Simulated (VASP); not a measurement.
Here is a VASP 6.6.1 calculation.

File INCAR:

```
SYSTEM = Rh
  PREC = Accurate
  ENCUT = 520
  EDIFF = 1E-6
  ISMEAR = 1
  SIGMA = 0.1
  LREAL = .FALSE.
  LASPH = .TRUE.
  NELM = 60
  ALGO = Fast
  ISIF = 2
  LWAVE = .FALSE.
  LCHARG = .FALSE.
  KPAR = 4
```

KPOINTS

```
regular mesh
0
G
  20 20 3
  0 0 0
```

POSCAR

```
Rh                                      
1.0
    2.6563031600      0.0000000000      0.0000000000
   -1.3281515800      2.3004260400      0.0000000000
    0.0000000000      0.0000000000     26.0389281728
  Rh            
    12
Direct
     0.0000000000000000    0.0000000000000000    0.0000000000000000
     0.3333330000000032    0.6666669999999968    0.0833333499999966
     0.6666669999999968    0.3333330000000032    0.1666666899999996
     0.0000000000000000    0.0000000000000000    0.2500000400000033
     0.3333330000000032    0.6666669999999968    0.3333333799999991
     0.6666669999999968    0.3333330000000032    0.4166667300000029
     0.0000000000000000    0.0000000000000000    0.5000000799999995
     0.3333330000000032    0.6666669999999968    0.5833334200000024
     0.6666669999999968    0.3333330000000032    0.6666667699999991
     0.0000000000000000    0.0000000000000000    0.7500001100000020
     0.3333330000000032    0.6666669999999968    0.8333334599999986
     0.6666669999999968    0.3333330000000032    0.9166668100000024
```

Potentials or basis: VASP PAW LDA potentials, release 64 (Rh_pv).

Run with:

```console
$ cat potpaw_LDA.64/Rh_pv/POTCAR > POTCAR
$ mpirun -np 4 vasp_std > vasp.out
```

Problem. What does it give for the band gap on the k mesh?

Solution. None (metal or under the smearing width).

Problem. Estimate the pressure.

Solution. 0.0 GPa.
